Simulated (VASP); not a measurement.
Input of a VASP 6.6.1 run:

INCAR

```
PREC = Accurate
ENCUT = 520
EDIFF = 1E-6
ISMEAR = -1
SIGMA = 0.15
LREAL = F
LASPH = T
NELM = 100
ALGO = Normal
ISIF = 2
LWAVE = F
LCHARG = F
NBANDS = 20
```

File KPOINTS:

```
regular mesh
0
Gamma
  12 12 12
```

POSCAR

```
PbS2
1.0
    0.0000000000      3.2933000000      3.2933000000
    3.2933000000      0.0000000000      3.2933000000
    3.2933000000      3.2933000000      0.0000000000
Pb S
1 2
Direct
    0.0000000000      0.0000000000      0.0000000000
    0.2500000000      0.2500000000      0.2500000000
    0.7500000000      0.7500000000      0.7500000000
```

Potentials or basis: VASP PAW LDA potentials, release 64 (Pb_d, S).

The run is started by

```bash
$ cat potpaw_LDA.64/Pb_d/POTCAR potpaw_LDA.64/S/POTCAR > POTCAR
$ mpirun -np 1 vasp_std > vasp.out
```

(1) Predict the pressure.

(2) Predict the band gap on the k mesh.

## Answers

(1) 0.4 GPa.

(2) none (metal or under the smearing width).
